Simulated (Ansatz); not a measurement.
Reactions of `CB(F)OC(C)=O`.

Gas-phase electronic energies from Ansatz, PBE0-D4/def2-TZVP geometries. CCSD(T)/CBS is the MP2 limit (def2-TZVPP, def2-QZVPP) plus CCSD(T) − MP2 in def2-TZVPP, frozen cores. This one scheme is used for every species. No spin–orbit coupling; open shells (•) take unrestricted orbitals. For Se outer-core shells are correlated without core-valence functions, which leaves a few kJ/mol of doubt a bond. Scalar relativity is left out up to krypton. Each species was taken in one conformer, which may not be the lowest.

Problem. Order these by ΔE at CCSD(T)/CBS, lowest first. (Best estimate.)
A. `CB(F)OC(C)=O` + HCl → `CB(Cl)OC(C)=O` + H–F
B. `CB(F)OC(C)=O` + `CBO` → `CBOC(C)=O` + `CB(O)F`
C. `CB(F)OC(C)=O` → `CB(C)F` + carbon dioxide
D. `CB(F)OC(C)=O` + silanol → `CB(F)O[SiH3]` + acetic acid
E. `CB(F)OC(C)=O` → `CC(=O)OBF` + `[CH2]` (triplet)
F. `CB(F)OC(C)=O` → `C[C]=O`• + `CB([O])F`•
G. `CB(F)OC(C)=O` + H₂ → `CBOC(C)=O` + H–F
H. `CB(F)OC(C)=O` + H₂Se → `CB(F)[SeH]` + acetic acid

Solution. D (-35.7 kJ/mol), B (-3.4 kJ/mol), H (+41.4 kJ/mol), A (+56.2 kJ/mol), C (+82.3 kJ/mol), G (+126.7 kJ/mol), F (+436.8 kJ/mol), E (+488.6 kJ/mol).

Largest T1 diagnostic: 0.019, for `C[C]=O`•.
